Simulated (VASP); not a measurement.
Write the native input for VASP 6.6.1 that does the following.

```
Task                            : G0W0 quasiparticle levels
Functional                      : PBE
Potentials or basis             : VASP PAW PBE potentials, release 64 (I_GW, Cu_GW)
Cutoff                          : 500 eV
k mesh                          : 4 × 4 × 4
Occupations                     : gaussian, width 0.01 eV
Spin                            : no spin polarisation
Ladder                          : gaps
GW scheme                       : G0W0
GW iterations                   : 1
Cutoff of the response function : 150
Frequency points                : 50
Empty bands                     : 232
Further INCAR settings          : ALGO = EVGW0; EDIFF = 1e-08; NBANDS = 241
```

Crystal: CuI (Marshite).

```
I Cu
1.0
     0.00000    3.03150    3.03150
     3.03150    0.00000    3.03150
     3.03150    3.03150    0.00000
I Cu
1 1
Cartesian
  0.0000 0.0000 0.0000
  4.5473 4.5473 4.5473
```

One way to write it, as run:

POSCAR

```
CuI
1.0
    0.0000000000      3.0315000000      3.0315000000
    3.0315000000      0.0000000000      3.0315000000
    3.0315000000      3.0315000000      0.0000000000
I Cu
1 1
Direct
    0.0000000000      0.0000000000      0.0000000000
    0.7500000000      0.7500000000      0.7500000000
```

INCAR.step1

```
SYSTEM = CuI
PREC = Accurate
ENCUT = 500
EDIFF = 1E-8
ISMEAR = 0
SIGMA = 0.01
LREAL = .FALSE.
LASPH = .TRUE.
NELM = 60
ALGO = Normal
LWAVE = .TRUE.
LCHARG = .FALSE.
GGA = PE
KPAR = 4
```

INCAR.step2

```
SYSTEM = CuI
PREC = Accurate
ENCUT = 500
EDIFF = 1E-8
ISMEAR = 0
SIGMA = 0.01
LREAL = .FALSE.
LASPH = .TRUE.
NELM = 1
ALGO = Exact
LWAVE = .TRUE.
LCHARG = .FALSE.
GGA = PE
NBANDS = 241
LOPTICS = .TRUE.
ISTART = 1
KPAR = 4
```

INCAR.step3

```
SYSTEM = CuI
PREC = Accurate
ENCUT = 500
EDIFF = 1E-8
ISMEAR = 0
SIGMA = 0.01
LREAL = .FALSE.
LASPH = .TRUE.
ALGO = EVGW0
LWAVE = .FALSE.
LCHARG = .FALSE.
GGA = PE
NELMGW = 1
NBANDS = 241
ENCUTGW = 150
NOMEGA = 50
PRECFOCK = Fast
ISTART = 1
NBANDSGW = 17
KPAR = 4
```

KPOINTS

```
Automatic mesh
0
G
  4 4 4
  0 0 0
```

Potentials or basis: VASP PAW PBE potentials, release 64 (I_GW, Cu_GW).

Launch:

```sh
$ cat potpaw_PBE.64/I_GW/POTCAR potpaw_PBE.64/Cu_GW/POTCAR > POTCAR
$ cp INCAR.step1 INCAR
$ mpirun -np 4 vasp_std > vasp.out
$ cp INCAR.step2 INCAR
$ mpirun -np 4 vasp_std > vasp.out
$ cp INCAR.step3 INCAR
$ mpirun -np 4 vasp_std > vasp.out
```

It gave:

```yaml
Band_gap_on_the_k_mesh_mean-field_level: 1.11 eV, direct
Quasiparticle_gap: 2.12 eV
Least_direct_quasiparticle_gap: 2.12 eV
```

Caveat: the k mesh is coarse (spacing up to 0.45 Å⁻¹), so the values aren't converged; bands, screening cutoff and mesh are small and nothing is extrapolated, so the quasiparticle values aren't converged; spin-orbit coupling is left out, which moves the levels of the heavy elements.

Run time: 2.3 min on 4 MPI ranks on Intel(R) Xeon(R) Platinum 8488C (Sapphire Rapids), with other jobs on the host, peak memory 0.61 GiB a rank.
